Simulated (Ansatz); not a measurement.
Space group R-3m:H (No. 166). a = 4.376 Å, b = 4.376 Å, c = 11.529 Å, α = 90.00°, β = 90.00°, γ = 120.00°
```tsv
atom	site	symmetry	x	y	z
Sb	6c	3m	0.3333	0.6667	0.8994
```

Equation of state of this Sb structure (not necessarily the ground state), with shape and atoms relaxed at each volume where symmetry leaves them free. It has no gap at any of these volumes. Theory: Ansatz, DFT PBE, scalar-relativistic, plane waves, PAW.

Settings: cutoff 420 eV, Γ-centred mesh 12×12×12 on the computed 2-atom cell, Gaussian smearing of 0.10 eV; no spin polarisation.

```
V (Å³/atom) E − E(largest V) (meV/atom) P (GPa)
     29.948                         4.07     2.39
     30.903                        -6.08     1.08
     31.859                        -9.14     0.00
     32.815                        -6.58    -0.79
     33.771                         0.00    -1.37
```

Question: Fit a third-order Birch–Murnaghan equation to E(V).

Answer: V0 = 31.86 Å³/atom, B0 = 31 GPa, B0' = 8.2.

Spin-orbit coupling is left out, which matters for the bands of heavy elements.